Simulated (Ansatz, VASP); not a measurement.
# Two plane-wave programs on Al

```
CELL_PARAMETERS angstrom
2.82708 0.00000 0.00000
-1.41354 2.44832 0.00000
0.00000 0.00000 9.18599
ATOMIC_POSITIONS crystal
Al 0.66667 0.33333 0.75000
Al 0.00000 0.00000 0.50000
Al 0.33333 0.66667 0.25000
Al 0.00000 0.00000 0.00000
```

This isn't the form of Al at room conditions, which is fcc.

Alike in both runs: functional LDA; k mesh 6 × 6 × 2; occupations fermi-dirac, width 0.05 eV; no spin polarisation.

|  | VASP | Ansatz |
| --- | --- | --- |
| version | VASP 6.6.1 | Ansatz 0.2.0 |
| potentials or method | VASP PAW LDA potentials, release 64 (Al) | Ansatz PAW |
| plane-wave cutoff (eV) | 520 | 420 |
| valence electrons in the cell | 12 | 12 |
| task | single point | band structure |

|  | VASP | Ansatz | Ansatz less VASP |
| --- | --- | --- | --- |
| gap on the k mesh at the Fermi level (eV) | none | none | - |
| pressure (GPa) | -0.1 | -0.2 | -0.09 |
| largest component of the traceless stress (GPa) | 2.03 | 2.02 | -0.016 |

A gap of «none» marks a metal or a gap that the smearing closes.

Caveats: the k mesh is coarse (spacing up to 0.43 Å⁻¹), so the values aren't converged; the PAW data sets come from PBE, with cores solved anew for the run's functional, which leaves a small shift of forces and pressure (Ansatz).
